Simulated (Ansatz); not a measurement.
Set up this calculation in Ansatz 0.2.0, as the native input.

| Quantity | Value |
| --- | --- |
| Task | band structure |
| Functional | PBEsol |
| Potentials or basis | all-electron LAPW, scalar-relativistic |
| Cutoff | 257 eV (chosen from the basis error) |
| Basis error allowed | 0.002 eV/atom |
| k mesh | 11 × 11 × 11 |
| Occupations | fermi-dirac, width 0.05 eV |
| Spin | no spin polarisation |

Crystal: AlAu2.

```
Au Al
1.0
    -1.67151    1.67151    4.39908
     1.67151   -1.67151    4.39908
     1.67151    1.67151   -4.39908
Au Al
2 1
Direct
  0.34373 0.34373 0.00000
  0.65627 0.65627 0.00000
  0.00000 0.00000 0.00000
```

The cell comes from a database or a generator and needn't be the stable form of this composition.

These files were run (other wordings do the same):

input.yaml

```yaml
crystal:
  lattice:
    - [-1.671514475, 1.671514475, 4.39907524]
    - [1.671514475, -1.671514475, 4.39907524]
    - [1.671514475, 1.671514475, -4.39907524]
  atoms:
    - { symbol: Au, position: [0.3437272, 0.3437272, 0.0] }
    - { symbol: Au, position: [0.6562728, 0.6562728, 0.0] }
    - { symbol: Al, position: [0.0, 0.0, 0.0] }
kpoints:
  mp_grid: { grid: [11, 11, 11] }
  band_path:
    path:
      - [0.0, 0.0, 0.0]
      - [0.0, 0.0, 0.5]
      - [-0.0721884153, 0.0721884153, 0.5]
      - [-0.2860942076, 0.2860942076, 0.2860942076]
      - [0.0, 0.0, 0.0]
      - [0.5, 0.5, -0.5]
      - [0.2860942076, 0.7139057924, -0.2860942076]
      - [0.0, 0.5, 0.0]
    npoints: 8
scf:
  occupations: { method: fermi_dirac, width: 0.05 }
hamiltonian:
  xc: pbesol
  pseudopotentials: { kind: all_electron, lapw: { basis_error: 0.002 } }
output:
  forces: true
  stress: true
  eigenvalues: true
```

Potentials or basis: all-electron LAPW, scalar-relativistic.

Launch:

```sh
$ ansatz run input.yaml --threads 2 --pin off --max-ram 8192MiB --backend cpu --events-out ev --progress --plain --runs-dir out
```

Results of the run:

```yaml
Pressure: -2.3 GPa
Largest_force: 0.057 eV/Å
Band_gap_along_the_path: none (metal or under the smearing width)
```

Caveat: spin-orbit coupling is left out, which moves the levels of the heavy elements.

Wall time 48 s on 2 threads of AMD EPYC 7R13 Processor (Zen 3), with other jobs on the host, peak memory 0.89 GiB.
